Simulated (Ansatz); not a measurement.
C, 2 atoms in the cell. The structure is monoclinic, space group C2/m (No. 12). The conventional cell has a = 4.255 Å, b = 2.457 Å, c = 3.765 Å, α = 90.00°, β = 111.49°, γ = 90.00°. Around C (site symmetry m) lie 3 C at 1.42 Å. This is a stacking variant of graphite.

| Property | Result |
| --- | --- |
| Program | Ansatz 0.2.0 |
| Task | band structure |
| Functional | r2SCAN |
| Potentials or basis | Ansatz PAW |
| Cutoff | 500 eV (not typed: the program's choice for these potentials) |
| k mesh | 13 × 13 × 8 |
| Occupations | fermi-dirac, width 0.05 eV |
| Spin | no spin polarisation |
| Path | [["G", "Y", "F", "L", "I"], ["I1", "Z", "F1"], ["Y", "X1"], ["X", "G", "N"], ["M", "G"]] |
| Points for each segment of the path | 14 |

Potentials or basis: Ansatz PAW.

The run is started by

```console
$ ansatz run input.yaml --threads 2 --pin off --max-ram 5632MiB --backend cpu --events-out ev --progress --plain --runs-dir out
```

Hardware: 2 threads of Intel(R) Xeon(R) Processor @ 2.70GHz, on a shared host.

**Question.** How long does it take, and how much memory?

**Answer.** Wall time 5.4 s on 2 threads of Intel(R) Xeon(R) Processor @ 2.70GHz, with other jobs on the host, peak memory 0.42 GiB. Counts: scf iterations 6, plane waves 467, k points 371, bands 10.
